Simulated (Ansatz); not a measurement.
## Ta$_{2}$C under pressure: fit and missing row

Ta$_{2}$C, P-3m1, a = 3.095 Å, c = 4.921 Å. The structure is a COD entry; whether it is the stable form wasn't checked. Ansatz: PBEsol, PAW, 420 eV, Γ-centred 18×18×8 mesh on 3 atoms, Gaussian smearing 0.10 eV; no spin polarisation. Cell and atoms are relaxed at each pressure, and no other structure is tried, so the rows at high pressure may lie past a change of phase.

```tsv
V (Å³/atom)	P (GPa)
12.124	40.00
?	20.03
13.151	10.02
13.370	5.01
13.511	2.02
13.611	-0.01
13.713	-2.02
```

Question: Take V0 = 13.611 Å³/atom, count pressures from its P0 = -0.01 GPa, fit the third-order Birch–Murnaghan form to the other rows, and predict the missing volume.

Answer: With the Eulerian strain f = ½[(V0/V)^(2/3) − 1] and y = (P − P0)/[3f(1 + 2f)^(5/2)], the form is the line y = B0 + 1.5 B0 (B0′ − 4) f. Rows (f, y): 0.04009, 274.3; 0.01159, 272.4; 0.00599, 271.2; 0.00246, 271.7; -0.00248, 273.5. Means f = 0.01153, y = 272.62; Σ(Δf)² = 0.001125, ΣΔfΔy = 0.05185; the slope is their ratio. y = 272.1 + 46.09 f GPa, so B0 = 272.1 GPa and B0′ = 4 + 2 × (46.09)/(3 × 272.1) = 4.11. P = 20.03 GPa is met at f = 0.02197 (y = 273.11), so V = V0 (1 + 2f)^(−3/2) = 12.761 Å³/atom. The run gave 12.762 Å³/atom, so the fit is 0.001 Å³/atom too low, within twice the rms miss on the fitted rows (0.0009 Å³/atom). With a term in f² added B0′ becomes 3.67, so this figure hangs on the form.

Spin–orbit coupling is left out, which can shift energies with elements as heavy as these.